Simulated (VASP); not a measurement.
Hf: single point with PBE

Hf:

```
CELL_PARAMETERS angstrom
3.19670 0.00000 0.00000
-1.59835 2.76842 0.00000
0.00000 0.00000 5.05780
ATOMIC_POSITIONS crystal
Hf 0.67080 0.34630 0.75451
Hf 0.32565 0.67287 0.24668
```

The cell isn't the ideal one: atoms moved at random, drawn with an rms of 0.05 Å.

* Program: VASP 6.6.1
* Task: single point
* Functional: PBE
* Potentials or basis: VASP PAW PBE potentials, release 64 (Hf_pv)
* Cutoff: 520 eV
* k mesh: 10 × 10 × 5
* Occupations: fermi-dirac, width 0.05 eV
* Spin: no spin polarisation

| Quantity | Value |
| --- | --- |
| Pressure | 0.2 GPa |
| Largest force | 0.160 eV/Å |
| Band gap on the k mesh | none (metal or under the smearing width) |

Forces in eV/Å, atoms in the order of the input:
```
Hf  -0.063 -0.044 -0.141
Hf   0.063  0.044  0.141
```

Stress tensor (GPa, compression positive):
```
0.49 0.25 0.05
0.25 0.15 0.03
0.05 0.03 0.02
```

Levels at points of the mesh, in eV from the Fermi level:
```csv
k point,band 6,band 7,band 8,band 9,band 10,band 11,band 12,band 13,band 14,band 15
"(0.00, 0.00, 0.00)",-30.19,-7.37,-3.70,0.64,1.17,1.21,1.48,1.97,2.04,2.58
"(0.50, 0.00, 0.00)",-30.28,-3.29,-2.74,-2.15,-0.81,0.76,0.82,1.65,5.87,6.41
"(0.00, 0.50, 0.00)",-30.28,-3.37,-2.74,-2.24,-0.78,0.79,0.95,1.72,5.92,6.38
"(0.50, 0.50, 0.00)",-30.28,-3.36,-2.74,-2.24,-0.78,0.79,0.93,1.71,5.91,6.38
```

It took 2.4 min on 1 thread of Intel(R) Xeon(R) Platinum 8488C (Sapphire Rapids), with other jobs on the host, peak memory 0.28 GiB.

Spin-orbit coupling is left out, which matters for the levels of Hf.
